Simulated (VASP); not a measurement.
Pd, 4 atoms in the cell. The structure is hexagonal, space group P6_3/mmc (No. 194). Conventional cell: a = 2.782 Å, b = 2.782 Å, c = 9.140 Å, α = 90.00°, β = 90.00°, γ = 120.00°. Pd (site symmetry -3m) has 12 Pd at 2.78 to 2.79 Å as nearest neighbours. Pd (site symmetry -6m2) is surrounded by 12 Pd at 2.78 to 2.79 Å. This isn't the form of Pd at room conditions, which is fcc. The cell isn't the ideal one: Ag -> Pd on all its sites, cell and atoms relaxed.

- Program: VASP 6.6.1
- Task: single point
- Functional: PBE
- Potentials or basis: VASP PAW PBE potentials, release 64 (Pd)
- Cutoff: 520 eV
- k mesh: 12 × 12 × 2
- Occupations: gaussian, width 0.1 eV
- Spin: no spin polarisation
- Dipole correction: no
- Further INCAR settings: ALGO = Normal; EDIFF = 1e-06; NBANDS = 28

Potentials or basis: VASP PAW PBE potentials, release 64 (Pd).

Run with:

```console
$ cat potpaw_PBE.64/Pd/POTCAR > POTCAR
$ mpirun -np 1 vasp_std > vasp.out
```

Hardware: 1 thread of Intel(R) Xeon(R) 6975P-C (Granite Rapids), with other jobs on the host.

Q: Estimate the wall time of this run.

A: It took 37 s on 1 thread of Intel(R) Xeon(R) 6975P-C (Granite Rapids), on a shared host, peak memory 0.21 GiB. Counts: scf iterations 13, k points 38.
